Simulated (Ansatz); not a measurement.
# CuO (F-43m) in Ansatz: equation of state

Aim: energy against volume of CuO in PBE, for its equilibrium volume and stiffness.

Program: Ansatz 0.2.0. These are calculated values, not measurements. Logs are shortened: lines on timing, memory, paths and dates and some standing lists are left out, and cuts for length are marked.

**1. The crystal as given**

Symmetry: F-43m, No. 216, cubic system. The conventional cell has a = 4.655 Å, b = 4.655 Å, c = 4.655 Å, α = 90.00°, β = 90.00°, γ = 90.00°. Cu (site symmetry -43m) has 4 O at 2.02 Å as nearest neighbours. O (site symmetry -43m) has 4 Cu at 2.02 Å as nearest neighbours.

Measurements of this composition are mostly on another form, of space group No. 15.

**2. Single point, PBE, 11.85 Å³/atom (volume scaled by 0.94)**

input.yaml

```yaml
crystal:
  lattice:
    - [0.0, 2.2797444458, 2.2797444458]
    - [2.2797444458, 0.0, 2.2797444458]
    - [2.2797444458, 2.2797444458, 0.0]
  atoms:
    - { symbol: Cu, position: [0.0, 0.0, 0.0] }
    - { symbol: O, position: [0.25, 0.25, 0.25] }
hamiltonian:
  xc: pbe
  pseudopotentials: { kind: paw }
kpoints:
  mp_grid: { grid: [10, 10, 10] }
scf:
  occupations: { method: fermi_dirac, width: 0.05 }
output:
  forces: true
  stress: true
  eigenvalues: true
  write_density: true
  write_potential: true
  elf: true
  volumetric_format: npy
```

Potentials or basis: Ansatz PAW.

Launch:

```
ansatz run input.yaml --threads 2 --pin off --max-ram 5120MiB --backend cpu --events-out ev --progress --plain --runs-dir out
```

The program printed:

```text
Warning: RAYON_NUM_THREADS=2 ignored (pool sized by the plan → 2); use --threads N
Engine: ansatz 0.2.0, x86_64-unknown-linux-gnu
Pseudopotentials: kind: paw
Pseudopotential: Cu, paw, valence charge 19, recommended cutoff 420 eV (normal), Cu.paw.azcp
Pseudopotential: O, paw, valence charge 6, recommended cutoff 420 eV (normal), O.paw.azcp
Functional definition: PBE
  parameter kappa = 0.804
  parameter beta = 0.06672455060314922
  exchange = pbe_x(kappa = kappa, mu = beta*pi^2/3)
  correlation = pbe_c(beta = beta)
Crystal: 2 atoms, lattice volume = 23.697 Å³
Basis set: ecut = 420 eV, 459 PW (Γ), exchange–correlation on 48×48×48 points (8 copies of the dense FFT grid, shifted against one another)
Bands: 17, of which v1, the nominal top of the filled ones, is band 13 counted from 1 (12 counted from 0)
Symmetry: 24 space group operations
Space group: F-43m (ITA 216), of the structure as read, at distance tolerance 2.9e-5 Å
k-points: 47 of 1000 (time reversal used)
Non-local potential: Cu, projectors of the file, l = 0: 3, l = 1: 2, l = 2: 3, l = 3: 1
Non-local potential: O, projectors of the file, l = 0: 2, l = 1: 2, l = 2: 1
PAW form: soft (Blöchl's): semilocal exchange-correlation on the pseudo side does not see the compensation charge
PAW one-centre angular grid: Cu, 590 points (default); XC on 64 Gauss nodes
PAW one-centre angular grid: O, 110 points (default); XC on 64 Gauss nodes
Initial density: superposition of atomic densities (neutral atoms: chi_scale 0, normalization atom), corrected by the library's trained network
Initial wavefunctions: pseudopotential atomic-orbital guess
Functional: x = pbe(κ = 0.804, μ = 0.2195149727645171), c = pbe(β = 0.06672455060314922)
SCF iter   1: F=—  HF=-7190.973661 eV  |F-HF|=—  |Δ(HF+E_count)|=         —  Δρ=5.45e-3  dr2=6.94e-3  ethr=1.77e-3  ⟨swp⟩=5.9  Hψ=3592  notcnv=0
preconditioner: auto → LDOS  [metal: Δε(μ)=0.023 eV  Ē_g=13.762 eV  σ=0.050 eV  W_gap=0.12  n_scr=8 (ndim 8)  ℏωp=31.5 eV  f_vac=0.089  D(μ)=2.84/eV (n_scr^D=50)  β→1.0]
SCF iter   2: F=—  HF=-7190.973715 eV  |F-HF|=—  |Δ(HF+E_count)|=   5.38e-5  Δρ=4.69e-3  dr2=3.95e-3  ethr=2.78e-5  ⟨swp⟩=2.6  Hψ=1611  notcnv=0
SCF iter   3: F=—  HF=-7190.973410 eV  |F-HF|=—  |Δ(HF+E_count)|=   3.05e-4  Δρ=2.19e-3  dr2=9.47e-4  ethr=1.58e-5  ⟨swp⟩=2.2  Hψ=1132  notcnv=0
SCF iter   4: F=—  HF=-7190.973267 eV  |F-HF|=—  |Δ(HF+E_count)|=   1.43e-4  Δρ=2.29e-3  dr2=8.82e-4  ethr=3.79e-6  ⟨swp⟩=2.2  Hψ=1341  notcnv=0
SCF iter   5: F=—  HF=-7190.973137 eV  |F-HF|=—  |Δ(HF+E_count)|=   1.30e-4  Δρ=7.49e-4  dr2=9.22e-5  ethr=3.53e-6  ⟨swp⟩=1.0  Hψ=799  notcnv=0
SCF iter   6: F=—  HF=-7190.973121 eV  |F-HF|=—  |Δ(HF+E_count)|=   1.68e-5  Δρ=8.99e-5  dr2=1.28e-6  ethr=3.69e-7  ⟨swp⟩=2.1  Hψ=968  notcnv=0
SCF iter   7: F=-7190.973121 eV  HF=-7190.973121 eV  |F-HF|=4.18e-10  |Δ(HF+E_count)|=   6.71e-8  Δρ=7.63e-6  dr2=7.88e-9  ethr=4.00e-10  ⟨swp⟩=6.0  Hψ=4689  notcnv=0
SCF 1 converged in 7 iterations: F = -7190.973121 eV  dr2 = 7.88e-9
SCF converged after 7 iterations
Free energy (F): -7190.973121 eV
Harris-Foulkes:  -7190.973121 eV  (|F-HF|=4.18e-10)
Internal energy: -7190.950648 eV  (E = F + TS)
E sigma→0 (E₀):  -7190.961884 eV
Entropy (-TS):   -0.022473 eV (-11.236 meV/atom)
Fermi energy:    9.331218 eV
--- Per-component energies (eV) ---
  E_band       = -484.930825
  E_kinetic    = 468.820789
  E_local      = -5210.062924  (includes V_loc(G=0)·N_el)
  E_nonlocal   = 439.939858
  E_hartree    = 2254.020257
  E_xc         = -160.856369
  E_vxc        = -206.392069  (∫ρ·V_xc dr)
  E_paw        = -1819.856934  (= ΣΔE_a)
  E_vpaw       = -485.286540  (= ΣTr[D̂ρ^β])
  E_aug_tail   = 0.002875  (compensation charges beyond the density's cutoff)
  E_ewald      = -3162.958201
  E_smearing   = -0.022473  (= −TS)
  E_closure    = 0.000000  (closes the sum)
  Σ components = -7190.973121   (vs F -7190.973121, Δ=0.00e0)
--- Forces (eV/Å), atoms counted from 1 ---
  atom   1  Cu     0.00000000    -0.00000000     0.00000000
  atom   2  O      0.00000000    -0.00000000     0.00000000
  max |Σ_I F_I| component: 9.48e-17 eV/Å
--- Stress (GPa, compression-positive) ---
       -3.016243       0.000000       0.000000
        0.000000      -3.016243       0.000000
       -0.000000       0.000000      -3.016243
  P = ⅓ Tr σ = -3.0162 GPa (-30.162 kbar)
--- Band table (eV; the first three rows and the last of 47) ---
  k-point 0: bands = ["-102.7162", "-60.0912", "-60.0912", "-60.0912", "-9.4235", "4.5695", "4.5695", "4.5695", "7.3683", "7.3683", "10.1111", "10.1111", "10.1111", "10.2355", "23.4874", "23.4874", "23.4874"]
  k-point 1: bands = ["-102.7162", "-60.0918", "-60.0913", "-60.0913", "-9.3668", "4.4111", "4.5988", "4.5988", "7.3586", "7.3586", "9.5972", "10.0482", "10.0482", "10.9471", "22.5886", "23.5702", "23.5702"]
  k-point 2: bands = ["-102.7162", "-60.0933", "-60.0916", "-60.0916", "-9.2155", "4.0665", "4.6730", "4.6730", "7.3483", "7.3483", "8.9878", "9.8754", "9.8754", "12.0467", "20.8624", "23.6562", "23.6562"]
  k-point 46: bands = ["-102.7158", "-60.0961", "-60.0947", "-60.0936", "-8.6079", "3.9504", "4.6316", "5.2525", "7.1670", "7.3289", "7.7038", "7.9285", "8.7257", "16.6553", "18.9286", "20.3552", "21.3156"]
```

Run time: 1.6 s. Hardware: 2 threads of Intel Xeon Platinum 8488C (Sapphire Rapids), shared host; peak memory 0.36 GiB.

What came out:

```yaml
Free_energy: -7190.9731 eV
Pressure: -3.0 GPa
Band_gap_on_the_k_mesh: none (metal or under the smearing width)
```

Caveat: the pressure holds a Pulay correction of +0.6 GPa for the finite cutoff; an odd number of electrons without spin polarisation forces a metal; a magnetic or distorted state may lie lower; the run has no spin polarisation, though such a crystal can be magnetic; semilocal functionals often make such compounds metallic where correlation or magnetic order opens a gap, which also shifts bond lengths.

**3. Single point, PBE, 12.10 Å³/atom (volume scaled by 0.96)**

input.yaml

```yaml
crystal:
  lattice:
    - [0.0, 2.2957995131, 2.2957995131]
    - [2.2957995131, 0.0, 2.2957995131]
    - [2.2957995131, 2.2957995131, 0.0]
  atoms:
    - { symbol: Cu, position: [0.0, 0.0, 0.0] }
    - { symbol: O, position: [0.25, 0.25, 0.25] }
hamiltonian:
  xc: pbe
  pseudopotentials: { kind: paw }
kpoints:
  mp_grid: { grid: [10, 10, 10] }
scf:
  occupations: { method: fermi_dirac, width: 0.05 }
output:
  forces: true
  stress: true
  eigenvalues: true
```

Potentials or basis: Ansatz PAW.

Launch:

```
ansatz run input.yaml --threads 2 --pin off --max-ram 5120MiB --backend cpu --events-out ev --progress --plain --runs-dir out
```

It took 1.1 s on 2 threads of Intel Xeon Platinum 8488C (Sapphire Rapids), shared host; peak memory 0.36 GiB.

The run converged. Its results:

```
Free energy            : -7190.9596 eV
Pressure               : -5.5 GPa
Band gap on the k mesh : none (metal or under the smearing width)
```

Caveat: the pressure holds a Pulay correction of +0.6 GPa for the finite cutoff; an odd number of electrons without spin polarisation forces a metal; a magnetic or distorted state may lie lower; the run has no spin polarisation, though such a crystal can be magnetic; semilocal functionals often make such compounds metallic where correlation or magnetic order opens a gap, which also shifts bond lengths.

**4. Single point, PBE, 12.35 Å³/atom (volume scaled by 0.98)**

Changes to input.yaml since step 3:

```diff
@@ -2,5 +2,5 @@
   lattice:
-    - [0.0, 2.2957995131, 2.2957995131]
-    - [2.2957995131, 0.0, 2.2957995131]
-    - [2.2957995131, 2.2957995131, 0.0]
+    - [0.0, 2.3116331135, 2.3116331135]
+    - [2.3116331135, 0.0, 2.3116331135]
+    - [2.3116331135, 2.3116331135, 0.0]
   atoms:
```

Launch:

```
ansatz run input.yaml --threads 2 --pin off --max-ram 5120MiB --backend cpu --events-out ev --progress --plain --runs-dir out
```

Run time: 1.3 s. Hardware: 2 threads of Intel Xeon Platinum 8488C (Sapphire Rapids), shared host; peak memory 0.36 GiB.

Results (log left out):

| Item | Value |
| --- | --- |
| Free energy | -7190.9389 eV |
| Pressure | -7.6 GPa |
| Band gap on the k mesh | none (metal or under the smearing width) |

Caveat: the pressure holds a Pulay correction of +0.6 GPa for the finite cutoff; an odd number of electrons without spin polarisation forces a metal; a magnetic or distorted state may lie lower; the run has no spin polarisation, though such a crystal can be magnetic; semilocal functionals often make such compounds metallic where correlation or magnetic order opens a gap, which also shifts bond lengths.

**5. Single point, PBE, 12.60 Å³/atom**

Changes to input.yaml since step 4:

```diff
@@ -2,5 +2,5 @@
   lattice:
-    - [0.0, 2.3116331135, 2.3116331135]
-    - [2.3116331135, 0.0, 2.3116331135]
-    - [2.3116331135, 2.3116331135, 0.0]
+    - [0.0, 2.32725273, 2.32725273]
+    - [2.32725273, 0.0, 2.32725273]
+    - [2.32725273, 2.32725273, 0.0]
   atoms:
@@ -19 +19,5 @@
   eigenvalues: true
+  write_density: true
+  write_potential: true
+  elf: true
+  volumetric_format: npy
```

Launch:

```
ansatz run input.yaml --threads 2 --pin off --max-ram 5120MiB --backend cpu --events-out ev --progress --plain --runs-dir out
```

Run time: 1.6 s. Hardware: 2 threads of Intel Xeon Platinum 8488C (Sapphire Rapids), shared host; peak memory 0.37 GiB.

Results (log left out):

- Free energy: -7190.9117 eV
- Pressure: -9.6 GPa
- Band gap on the k mesh: none (metal or under the smearing width)

Caveat: the pressure holds a Pulay correction of +0.6 GPa for the finite cutoff; an odd number of electrons without spin polarisation forces a metal; a magnetic or distorted state may lie lower; the run has no spin polarisation, though such a crystal can be magnetic; semilocal functionals often make such compounds metallic where correlation or magnetic order opens a gap, which also shifts bond lengths.

**6. Single point, PBE, 12.86 Å³/atom (volume scaled by 1.02)**

input.yaml

```yaml
crystal:
  lattice:
    - [0.0, 2.3426654489, 2.3426654489]
    - [2.3426654489, 0.0, 2.3426654489]
    - [2.3426654489, 2.3426654489, 0.0]
  atoms:
    - { symbol: Cu, position: [0.0, 0.0, 0.0] }
    - { symbol: O, position: [0.25, 0.25, 0.25] }
hamiltonian:
  xc: pbe
  pseudopotentials: { kind: paw }
kpoints:
  mp_grid: { grid: [10, 10, 10] }
scf:
  occupations: { method: fermi_dirac, width: 0.05 }
output:
  forces: true
  stress: true
  eigenvalues: true
```

Potentials or basis: Ansatz PAW.

Launch:

```
ansatz run input.yaml --threads 2 --pin off --max-ram 5120MiB --backend cpu --events-out ev --progress --plain --runs-dir out
```

Run time: 1.2 s. Hardware: 2 threads of Intel Xeon Platinum 8488C (Sapphire Rapids), shared host; peak memory 0.36 GiB.

Results (log left out):

* Free energy: -7190.8789 eV
* Pressure: -11.3 GPa
* Band gap on the k mesh: none (metal or under the smearing width)

Caveat: the pressure holds a Pulay correction of +0.6 GPa for the finite cutoff; an odd number of electrons without spin polarisation forces a metal; a magnetic or distorted state may lie lower; the run has no spin polarisation, though such a crystal can be magnetic; semilocal functionals often make such compounds metallic where correlation or magnetic order opens a gap, which also shifts bond lengths.

**7. Single point, PBE, 13.11 Å³/atom (volume scaled by 1.04)**

Changes to input.yaml since step 6:

```diff
@@ -2,5 +2,5 @@
   lattice:
-    - [0.0, 2.3426654489, 2.3426654489]
-    - [2.3426654489, 0.0, 2.3426654489]
-    - [2.3426654489, 2.3426654489, 0.0]
+    - [0.0, 2.3578779885, 2.3578779885]
+    - [2.3578779885, 0.0, 2.3578779885]
+    - [2.3578779885, 2.3578779885, 0.0]
   atoms:
```

Potentials or basis: Ansatz PAW.

Launch:

```
ansatz run input.yaml --threads 2 --pin off --max-ram 5120MiB --backend cpu --events-out ev --progress --plain --runs-dir out
```

The program printed:

```text
Warning: RAYON_NUM_THREADS=2 ignored (pool sized by the plan → 2); use --threads N
Engine: ansatz 0.2.0, x86_64-unknown-linux-gnu
Pseudopotentials: kind: paw
Pseudopotential: Cu, paw, valence charge 19, recommended cutoff 420 eV (normal), Cu.paw.azcp
Pseudopotential: O, paw, valence charge 6, recommended cutoff 420 eV (normal), O.paw.azcp
Functional definition: PBE
  parameter kappa = 0.804
  parameter beta = 0.06672455060314922
  exchange = pbe_x(kappa = kappa, mu = beta*pi^2/3)
  correlation = pbe_c(beta = beta)
Crystal: 2 atoms, lattice volume = 26.218 Å³
Basis set: ecut = 420 eV, 531 PW (Γ), exchange–correlation on 48×48×48 points (8 copies of the dense FFT grid, shifted against one another)
Bands: 17, of which v1, the nominal top of the filled ones, is band 13 counted from 1 (12 counted from 0)
Symmetry: 24 space group operations
Space group: F-43m (ITA 216), of the structure as read, at distance tolerance 3.0e-5 Å
k-points: 47 of 1000 (time reversal used)
Non-local potential: Cu, projectors of the file, l = 0: 3, l = 1: 2, l = 2: 3, l = 3: 1
Non-local potential: O, projectors of the file, l = 0: 2, l = 1: 2, l = 2: 1
PAW form: soft (Blöchl's): semilocal exchange-correlation on the pseudo side does not see the compensation charge
PAW one-centre angular grid: Cu, 590 points (default); XC on 64 Gauss nodes
PAW one-centre angular grid: O, 110 points (default); XC on 64 Gauss nodes
Initial density: superposition of atomic densities (neutral atoms: chi_scale 0, normalization atom), corrected by the library's trained network
Initial wavefunctions: pseudopotential atomic-orbital guess
Functional: x = pbe(κ = 0.804, μ = 0.2195149727645171), c = pbe(β = 0.06672455060314922)
SCF iter   1: F=—  HF=-7190.841507 eV  |F-HF|=—  |Δ(HF+E_count)|=         —  Δρ=4.65e-3  dr2=5.70e-3  ethr=1.77e-3  ⟨swp⟩=6.0  Hψ=3599  notcnv=0
preconditioner: auto → LDOS  [metal: Δε(μ)=0.029 eV  Ē_g=12.997 eV  σ=0.050 eV  W_gap=0.14  n_scr=14 (ndim 8)  ℏωp=29.9 eV  f_vac=0.128  D(μ)=3.06/eV (n_scr^D=50)  β→1.0]
SCF iter   2: F=—  HF=-7190.841662 eV  |F-HF|=—  |Δ(HF+E_count)|=   1.55e-4  Δρ=4.20e-3  dr2=3.63e-3  ethr=2.28e-5  ⟨swp⟩=2.2  Hψ=1594  notcnv=0
SCF iter   3: F=—  HF=-7190.841335 eV  |F-HF|=—  |Δ(HF+E_count)|=   3.27e-4  Δρ=1.70e-3  dr2=7.23e-4  ethr=1.45e-5  ⟨swp⟩=2.0  Hψ=1013  notcnv=0
SCF iter   4: F=—  HF=-7190.841302 eV  |F-HF|=—  |Δ(HF+E_count)|=   3.33e-5  Δρ=2.27e-3  dr2=9.25e-4  ethr=2.89e-6  ⟨swp⟩=2.0  Hψ=1345  notcnv=0
SCF iter   5: F=—  HF=-7190.841167 eV  |F-HF|=—  |Δ(HF+E_count)|=   1.35e-4  Δρ=9.89e-4  dr2=1.78e-4  ethr=2.89e-6  ⟨swp⟩=1.1  Hψ=807  notcnv=0
SCF iter   6: F=—  HF=-7190.841137 eV  |F-HF|=—  |Δ(HF+E_count)|=   3.02e-5  Δρ=1.50e-4  dr2=4.04e-6  ethr=7.12e-7  ⟨swp⟩=2.4  Hψ=998  notcnv=0
SCF iter   7: F=—  HF=-7190.841134 eV  |F-HF|=—  |Δ(HF+E_count)|=   2.75e-6  Δρ=1.35e-5  dr2=3.46e-8  ethr=4.00e-10  ⟨swp⟩=3.6  Hψ=3221  notcnv=0
SCF iter   8: F=-7190.841134 eV  HF=-7190.841134 eV  |F-HF|=4.09e-11  |Δ(HF+E_count)|=   1.44e-8  Δρ=1.51e-6  dr2=3.93e-10  ethr=1.39e-10  ⟨swp⟩=2.1  Hψ=2417  notcnv=0
SCF 1 converged in 8 iterations: F = -7190.841134 eV  dr2 = 3.93e-10
SCF converged after 8 iterations
Free energy (F): -7190.841134 eV
Harris-Foulkes:  -7190.841134 eV  (|F-HF|=4.09e-11)
Internal energy: -7190.816728 eV  (E = F + TS)
E sigma→0 (E₀):  -7190.828931 eV
Entropy (-TS):   -0.024406 eV (-12.203 meV/atom)
Fermi energy:    7.717614 eV
--- Per-component energies (eV) ---
  E_band       = -517.329363
  E_kinetic    = 466.535238
  E_local      = -5386.426708  (includes V_loc(G=0)·N_el)
  E_nonlocal   = 440.867133
  E_hartree    = 2327.135323
  E_xc         = -159.802956
  E_vxc        = -204.925321  (∫ρ·V_xc dr)
  E_paw        = -1820.980901  (= ΣΔE_a)
  E_vpaw       = -487.654395  (= ΣTr[D̂ρ^β])
  E_aug_tail   = 0.002674  (compensation charges beyond the density's cutoff)
  E_ewald      = -3058.146531
  E_smearing   = -0.024406  (= −TS)
  E_closure    = 0.000000  (closes the sum)
  Σ components = -7190.841134   (vs F -7190.841134, Δ=0.00e0)
--- Forces (eV/Å), atoms counted from 1 ---
  atom   1  Cu     0.00000000    -0.00000000    -0.00000000
  atom   2  O      0.00000000    -0.00000000    -0.00000000
  max |Σ_I F_I| component: 1.06e-16 eV/Å
--- Stress (GPa, compression-positive) ---
      -12.745497       0.000000      -0.000000
       -0.000000     -12.745497       0.000000
       -0.000000       0.000000     -12.745497
  P = ⅓ Tr σ = -12.7455 GPa (-127.455 kbar)
--- Band table (eV; the first three rows and the last of 47) ---
  k-point 0: bands = ["-104.1148", "-61.4897", "-61.4897", "-61.4897", "-10.3303", "3.5616", "3.5616", "3.5616", "5.9811", "5.9811", "8.4004", "8.4004", "8.4004", "8.5222", "21.2662", "21.2662", "21.2662"]
  k-point 1: bands = ["-104.1148", "-61.4901", "-61.4898", "-61.4898", "-10.2849", "3.4183", "3.5874", "3.5874", "5.9735", "5.9735", "7.9075", "8.3455", "8.3455", "9.2134", "20.4078", "21.3339", "21.3339"]
  k-point 2: bands = ["-104.1147", "-61.4909", "-61.4899", "-61.4899", "-10.1640", "3.1088", "3.6527", "3.6527", "5.9657", "5.9657", "7.3597", "8.1947", "8.1947", "10.2546", "18.7647", "21.4048", "21.4048"]
  k-point 46: bands = ["-104.1145", "-61.4925", "-61.4918", "-61.4911", "-9.6822", "3.0246", "3.5983", "4.1679", "5.8801", "5.9474", "6.2618", "6.4314", "7.1738", "14.8701", "16.4577", "18.3997", "19.0545"]
```

Wall time 1.5 s (2 threads of Intel Xeon Platinum 8488C (Sapphire Rapids), shared host); peak memory 0.34 GiB.

What came out:

| Property | Result |
| --- | --- |
| Free energy | -7190.8411 eV |
| Pressure | -12.7 GPa |
| Band gap on the k mesh | none (metal or under the smearing width) |

Caveat: the pressure holds a Pulay correction of +0.6 GPa for the finite cutoff; an odd number of electrons without spin polarisation forces a metal; a magnetic or distorted state may lie lower; the run has no spin polarisation, though such a crystal can be magnetic; semilocal functionals often make such compounds metallic where correlation or magnetic order opens a gap, which also shifts bond lengths.

**8. Single point, PBE, 13.36 Å³/atom (volume scaled by 1.06)**

Changes to input.yaml since step 7:

```diff
@@ -2,5 +2,5 @@
   lattice:
-    - [0.0, 2.3578779885, 2.3578779885]
-    - [2.3578779885, 0.0, 2.3578779885]
-    - [2.3578779885, 2.3578779885, 0.0]
+    - [0.0, 2.3728967245, 2.3728967245]
+    - [2.3728967245, 0.0, 2.3728967245]
+    - [2.3728967245, 2.3728967245, 0.0]
   atoms:
```

Launch:

```
ansatz run input.yaml --threads 2 --pin off --max-ram 5120MiB --backend cpu --events-out ev --progress --plain --runs-dir out
```

Wall time 1.1 s (2 threads of Intel Xeon Platinum 8488C (Sapphire Rapids), shared host); peak memory 0.36 GiB.

It converged, with:

| Item | Value |
| --- | --- |
| Free energy | -7190.7988 eV |
| Pressure | -14.1 GPa |
| Band gap on the k mesh | none (metal or under the smearing width) |

Caveat: the pressure holds a Pulay correction of +0.6 GPa for the finite cutoff; an odd number of electrons without spin polarisation forces a metal; a magnetic or distorted state may lie lower; the run has no spin polarisation, though such a crystal can be magnetic; semilocal functionals often make such compounds metallic where correlation or magnetic order opens a gap, which also shifts bond lengths.

**9. Equation of state, PBE**

Potentials or basis: Ansatz PAW.

This step only gathers the single runs of the series.

What came out:

```yaml
Equilibrium_volume: "11.57 Å³/atom (rough: see the caveat)"
Bulk_modulus: 135 GPa (rough)
```

Energy against volume, from the lowest point:
```
volume (Å³/atom)  energy (meV/atom)
          11.848               0.00
          12.100               6.77
          12.353              17.11
          12.605              30.72
          12.857              47.10
          13.109              65.99
          13.361              87.15
```

Caveat: the minimum lies outside the volumes run; the run has no spin polarisation, though such a crystal can be magnetic.
